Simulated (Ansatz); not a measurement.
# Ni: the cost of one run

Computed with Ansatz 0.2.0 (DFT PBE, scalar-relativistic, plane waves, PAW, unless a step's input says otherwise).

1 further run of the same task is left out (set aside as unsound or not needed).

## (1) The starting structure

Symmetry: Fm-3m, No. 225, cubic system. Conventional cell: a = 3.630 Å, b = 3.630 Å, c = 3.630 Å, α = 90.00°, β = 90.00°, γ = 90.00°. Cu (site symmetry m-3m) has 12 Cu at 2.57 Å as nearest neighbours.

Coordinates:

```cif
data_structure
_symmetry_space_group_name_H-M 'Fm-3m'
_symmetry_Int_Tables_number 225
_cell_length_a 3.6298
_cell_length_b 3.6298
_cell_length_c 3.6298
_cell_angle_alpha 90.000
_cell_angle_beta 90.000
_cell_angle_gamma 90.000
_cell_volume 47.82
loop_
_atom_site_label
_atom_site_type_symbol
_atom_site_symmetry_multiplicity
_atom_site_Wyckoff_symbol
_atom_site_fract_x
_atom_site_fract_y
_atom_site_fract_z
_atom_site_occupancy
Cu1 Cu 4 a 0.00000 0.00000 0.00000 1
```

It goes back to an entry of the Materials Project.

It is the result of an earlier relaxation at this level (volume 11.96 Å³/atom; gap on the mesh: none (metal)).

## (2) Swap Cu → Ni

The start of Ni: fractional positions of relaxed Cu, cell scaled by 0.959, a guess from tabulated radii. Atoms that may carry a moment start with parallel spins.

## (3) A first look at the start (Ni)

Input file input.yaml:

```yaml
crystal:
  lattice:
    - [0.0, 1.7405332719, 1.7405332719]
    - [1.7405332719, 0.0, 1.7405332719]
    - [1.7405332719, 1.7405332719, 0.0]
  atoms:
    - { symbol: Ni, position: [0.0, 0.0, 0.0], spin: 2.0 }
basis:
  ecutwfc: 420
kpoints:
  mp_grid: { grid: [8, 8, 8] }
hamiltonian:
  xc: pbe
scf:
  occupations: { method: gaussian, width: 0.1 }
  lower_state_search: "off"
output:
  forces: true
  stress: true
  eigenvalues: true
  populations: true
magnetization:
  spin_polarized: true
```

Launch:

```bash
$ ansatz run input.yaml --threads 1 --pin off --max-ram 2560MiB --backend cpu --events-out ev --progress --plain --runs-dir out
```

Q: Estimate wall time and peak memory on 1 thread of Oxide Virtual Turin-like (Zen 5), shared host.

About 1 s, with a peak of 0.3 GiB.
